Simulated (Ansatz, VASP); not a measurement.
## MnSi in VASP and in Ansatz

File INCAR:

```
PREC = Accurate
ENCUT = 600
EDIFF = 1E-6
ISMEAR = 0
SIGMA = 0.1
LREAL = False
LASPH = True
NELM = 80
ALGO = Normal
ISIF = 3
LWAVE = False
LCHARG = False
GGA = PS
IBRION = 2
NSW = 80
EDIFFG = -0.01
```

File KPOINTS:

```
Automatic mesh
0
Gamma
  16 16 16
```

The input POSCAR:

```
MnSi
1.0
    2.7532878730      0.0000000000      0.0000000000
    0.0000000000      2.7532878730      0.0000000000
    0.0000000000      0.0000000000      2.7909599784
Mn Si
1 1
Direct
    0.5000000000      0.5000000000      0.5000000000
    0.0000000000      0.0000000000      0.0000000000
```

Input for Ansatz:

```yaml
crystal:
  lattice:
    - [2.753287873, 0.0, 0.0]
    - [0.0, 2.753287873, 0.0]
    - [0.0, 0.0, 2.7909599784]
  atoms:
    - { symbol: Mn, position: [0.5, 0.5, 0.5] }
    - { symbol: Si, position: [0.0, 0.0, 0.0] }
basis:
  ecutwfc: 420
kpoints:
  mp_grid: { grid: [16, 16, 16] }
hamiltonian:
  xc: pbesol
scf:
  occupations: { method: gaussian, width: 0.1 }
output:
  forces: true
  stress: true
  eigenvalues: true
relax:
  adjacent_minimum: "off"
  f_tol: 0.01
  max_steps: 60
  cell: { stress_tol: 0.1 }
```

Alike in both runs: task relaxation of cell and atoms; functional PBEsol; k mesh 16 × 16 × 16; occupations gaussian, width 0.1 eV; no spin polarisation.

|  | VASP | Ansatz |
| --- | --- | --- |
| version | VASP 6.6.1 | Ansatz 0.2.0 |
| potentials or method | VASP PAW PBE potentials, release 64 (Mn_pv, Si) | scalar-relativistic, plane waves, PAW |
| plane-wave cutoff (eV) | 600 | 420 |
| valence electrons in the cell | 17 | 19 |

|  | VASP | Ansatz | Ansatz less VASP |
| --- | --- | --- | --- |
| gap on the k mesh at the Fermi level, each at its own relaxed structure (eV) | none | none | - |
| relaxed volume (Å³/atom) | 10.60 | 10.59 | -0.010 |
| relaxed cell length with the largest relative difference (Å) | 2.768 | 2.767 | -0.0010 |

A gap of «none» marks a metal or a gap that the smearing closes. The two sets of potentials don't hold the same shells in valence.

Caveats: the PAW data sets were made with another functional, which shifts forces and pressure a little (VASP). Spin polarisation is off, so any magnetic state and its effect on volume and gap are missing.
